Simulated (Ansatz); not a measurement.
InSe: generalised stacking fault

Computed with DFT PBEsol, scalar-relativistic, plane waves, PAW in Ansatz 0.2.0. The runs took a 420 eV cutoff, a Γ-centred 9×4×4 mesh and Gaussian smearing (0.03 eV). No spin polarisation. Energies are free energies at this smearing, counted from the undisturbed cell; pressure is positive in compression.

Reference structure (as given, not relaxed at this level; it stands at 0.2 GPa):

```
In Se
1.0
     2.00000   -3.46410    0.00000
     2.00000   -1.15470   -8.31667
    10.00000    3.46410    0.00000
In Se
6 6
Direct
  0.00000 0.00000 0.75905
  0.33333 0.00000 0.09238
  0.66667 0.00000 0.42572
  0.14960 0.66340 0.79645
  0.48293 0.66340 0.12978
  0.81627 0.66340 0.46312
  0.82067 0.15350 0.96422
  0.15400 0.15350 0.29755
  0.48733 0.15350 0.63088
  0.10667 0.51000 0.03572
  0.44000 0.51000 0.36905
  0.77333 0.51000 0.70238
```

The cell holds layers and no dispersion correction was added, so their binding is poorly described.

The cut lies on the cell's a–b face, a (0 1 -1) plane (indices in the standard cell, whose axes needn't be the Cartesian ones shown) of area 33.59 Å², between layers 0.74 Å apart. Vector c is tilted by f times 1·a + 1·b (length 10.320 Å) with the atoms' Cartesian places fixed: one unrelaxed fault a cell.

```
     f  γ (mJ/m²) shear traction, the slope of γ along the slip (GPa) gap on the mesh (eV)
0.0000          0                                                  0.0                  0.30
0.0833       1362                                                 38.6                  0.06
0.1667       6372                                                 54.4                  0.02
0.2500       6245                                                -47.3                  0.00
0.3333       3874                                                  8.6                  0.00
0.4167       5492                                                  0.9                  0.00
0.5000       7477                                                134.2                  0.16
0.8333       1834                                                -29.3                  0.00
0.9167        536                                                -10.4                  0.21
```

Cost: 9 runs of about 23 core-minutes in all, on Intel Xeon 6975P-C (Granite Rapids) (shared hosts).